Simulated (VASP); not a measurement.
# ZnSe (F-43m) in VASP: further runs, part 2 of 2

VASP 6.6.1. The steps go on from the part before.

## (3) Relaxation of cell and atoms, PBE

This run uses another cell than the first one, of 23.63 Å³/atom, 1.038 times its volume.

Contents of INCAR:

```
  PREC = Accurate
  ENCUT = 520
  EDIFF = 1E-7
  ISMEAR = 0
  SIGMA = 0.02
  LREAL = F
  LASPH = T
  NELM = 60
  ALGO = Normal
  ISIF = 3
  LWAVE = F
  LCHARG = F
  GGA = PE
  IBRION = 2
  NSW = 80
  EDIFFG = -0.002
  KPAR = 4
```

Contents of KPOINTS:

```
regular mesh
0
Gamma
  10 10 10
```

Contents of POSCAR:

```
ZnSe                                    
1.0
   -0.0000000000      2.8696458688      2.8696458688
    2.8696458688     -0.0000000000      2.8696458688
    2.8696458688      2.8696458688      0.0000000000
  Zn              Se            
     1     1
Direct
     0.0000000000000000    0.0000000000000000    0.0000000000000000
     0.2500000000000000    0.2500000000000000    0.2500000000000000
```

Potentials or basis: VASP PAW PBE potentials, release 64 (Zn, Se).

On the command line:

```sh
cat potpaw_PBE.64/Zn/POTCAR potpaw_PBE.64/Se/POTCAR > POTCAR
mpirun -np 4 vasp_std > vasp.out
```

OUTCAR:

```text
PREC = Accurate
   ENCUT = 520
   EDIFF = 1E-7
   ISMEAR = 0
   LREAL = F
   LASPH = T
   NELM = 60
   ISIF = 3
   GGA = PE
   IBRION = 2
   NSW = 80
   EDIFFG = -0.002

 ion  position               nearest neighbor table
   1  0.000  0.000  0.000-   2 2.49   2 2.49   2 2.49   2 2.49
   2  0.250  0.250  0.250-   1 2.49   1 2.49   1 2.49   1 2.49

  LATTYP: Found a face centered cubic cell.
 ALAT       =     5.7392917376

  Lattice vectors:

 A1 = (   0.0000000000,   2.8696458688,   2.8696458688)
 A2 = (   2.8696458688,   0.0000000000,   2.8696458688)
 A3 = (   2.8696458688,   2.8696458688,   0.0000000000)

Analysis of symmetry for initial positions (statically):
=====================================================================
 Subroutine PRICEL returns:
 Original cell was already a primitive cell.

 Routine SETGRP: Setting up the symmetry group for a
 face centered cubic supercell.

 Subroutine GETGRP returns: Found 24 space group operations
 (whereof 24 operations were pure point group operations)
 out of a pool of 48 trial point group operations.

The static configuration has the point symmetry T_d .

Analysis of symmetry for dynamics (positions and initial velocities):
=====================================================================
 Subroutine PRICEL returns:
 Original cell was already a primitive cell.

 Routine SETGRP: Setting up the symmetry group for a
 face centered cubic supercell.

 Subroutine GETGRP returns: Found 24 space group operations
 (whereof 24 operations were pure point group operations)
 out of a pool of 48 trial point group operations.

The dynamic configuration has the point symmetry T_d .

 Subroutine INISYM returns: Found 24 space group operations
 (whereof 24 operations are pure point group operations),
 and found     1 'primitive' translations

----------------------------------------------------------------------------------------

[... 168 lines left out ...]
    total drift:                               -0.000001     -0.000001     -0.000001

  FREE ENERGIE OF THE ION-ELECTRON SYSTEM (eV)
  ---------------------------------------------------
  free  energy   TOTEN  =        -6.0332039007 eV

  energy  without entropy=       -6.0332039007  energy(sigma->0) =       -6.03320390

--------------------------------------- Ionic step        2  -------------------------------------------

 number of electron      18.0000016 magnetization

 Free energy of the ion-electron system (eV)
  ---------------------------------------------------
  ext. energy  EPLUGINS =         0.00000000
  ---------------------------------------------------
  free energy    TOTEN  =        -6.03320298 eV

  energy without entropy =       -6.03320298  energy(sigma->0) =       -6.03320298

 E-fermi :   1.4246     XC(G=0):  -9.1484

 val. band max:        1.2923175693   @ k =   0.0000   0.0000   0.0000
 cond. band min:       2.4309125382   @ k =   0.0000   0.0000   0.0000
 fundamental gap:      1.1385949689
 Fermi energy:         1.4245533914

 k-point     1 :       0.0000    0.0000    0.0000
  band No.  band energies     occupation
      1     -11.7292      2.00000
      2      -5.1214      2.00000
      3      -5.1214      2.00000
      4      -5.1214      2.00000
      5      -4.7853      2.00000
      6      -4.7853      2.00000
      7       1.2923      2.00000
      8       1.2923      2.00000
      9       1.2923      2.00000
     10       2.4309      0.00000
     11       7.1031      0.00000
     12       7.1031      0.00000
     13       7.1031      0.00000
[... 354 lines left out ...]
  band No.  band energies     occupation
      1     -10.9737      2.00000
      2      -5.0759      2.00000
      3      -4.9541      2.00000
      4      -4.9432      2.00000
      5      -4.7539      2.00000
      6      -4.7524      2.00000
      7      -2.6044      2.00000
      8      -0.5737      2.00000
      9      -0.3642      2.00000
     10       4.8884      0.00000
     11       5.3981      0.00000
     12       9.4266      0.00000
     13      10.3563      0.00000

 [... further k-points ...]
[... 5 lines left out ...]
  --------------------------------------------------------------------------------------
  -------------------------------------------------------------------------------------
  Total       -0.0026921     -0.0026921     -0.0026921      0.0000000      0.0000000     -0.0000000
  in kB       -0.0912142     -0.0912142     -0.0912142      0.0000000      0.0000000     -0.0000000
  external PRESSURE =      -0.0912142 kB  Pullay stress =       0.0000000 kB

 VOLUME and BASIS-vectors are now :
 -----------------------------------------------------------------------------
  energy-cutoff  :      520.00
  volume of cell :       47.29
      direct lattice vectors                 reciprocal lattice vectors
     0.000000000  2.870132492  2.870132492    -0.174207986  0.174207986  0.174207986
     2.870132492 -0.000000000  2.870132492     0.174207986 -0.174207986  0.174207986
     2.870132492  2.870132492  0.000000000     0.174207986  0.174207986 -0.174207986

 POSITION                                       TOTAL-FORCE (eV/Angst)
 -----------------------------------------------------------------------------------
      0.00000      0.00000      0.00000        -0.000000     -0.000000     -0.000000
      1.43507      1.43507      1.43507         0.000000      0.000000      0.000000
 -----------------------------------------------------------------------------------
    total drift:                               -0.000001     -0.000001     -0.000001

  FREE ENERGIE OF THE ION-ELECTRON SYSTEM (eV)
  ---------------------------------------------------
  free  energy   TOTEN  =        -6.0332029751 eV

  energy  without entropy=       -6.0332029751  energy(sigma->0) =       -6.03320298

 reached required accuracy - stopping structural energy minimisation
```

It took 16 s on 4 MPI ranks of AMD EPYC 7R13 (Zen 3), shared host; peak memory 0.16 GiB.

What came out:

| Item | Value |
| --- | --- |
| Free energy | -6.0332 eV |
| Relaxed volume | 23.64 Å³/atom |
| Relaxed cell | a = 4.059 Å, b = 4.059 Å, c = 4.059 Å, α = 60.00°, β = 60.00°, γ = 60.00° |
| Space group after relaxing (to 0.05 Å) | F-43m (No. 216) |
| Energy gained by relaxing | 0.0 meV/atom |
| Ionic steps | 2 |
| Pressure after relaxing | 0.0 GPa |
| Band gap on the k mesh | 1.14 eV, direct |

Final structure:
```
Zn Se
1.0
     0.00000    2.87013    2.87013
     2.87013    0.00000    2.87013
     2.87013    2.87013    0.00000
Zn Se
1 1
Cartesian
  0.0000 0.0000 0.0000
  1.4351 1.4351 1.4351
```
